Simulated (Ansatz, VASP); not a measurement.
**Two plane-wave programs on Sb**

```
Sb
1.0
     3.16000    0.00000    0.00000
     0.00000    3.16000    0.00000
     0.00000    0.00000    3.16000
Sb
1
Cartesian
  0.0000 0.0000 0.0000
```

This isn't the form of Sb at room conditions, which is rhombohedral.

Alike in both runs: functional BLYP; k mesh 8 × 8 × 8; occupations fermi-dirac, width 0.05 eV; no spin polarisation.

|  | VASP | Ansatz |
| --- | --- | --- |
| version | VASP 6.6.1 | Ansatz 0.2.0 |
| potentials or method | VASP PAW PBE potentials, release 64 (Sb) | Ansatz PAW |
| plane-wave cutoff (eV) | 520 | 420 |
| valence electrons in the cell | 5 | 15 |
| task | single point | band structure |

|  | VASP | Ansatz | Ansatz less VASP |
| --- | --- | --- | --- |
| gap on the k mesh at the Fermi level (eV) | none | none | - |
| pressure (GPa) | 1.9 | 1.6 | -0.22 |

A gap of «none» marks a metal or a gap that the smearing closes. The two sets of potentials don't hold the same shells in valence.

Caveats: the PAW data sets were made with another functional, which shifts forces and pressure a little (VASP); spin-orbit coupling is left out, which moves the levels of the heavy elements (Ansatz); the PAW data sets come from PBE, with cores solved anew for the run's functional, which leaves a small shift of forces and pressure (Ansatz). Spin-orbit coupling is left out, which matters for the levels of Sb.
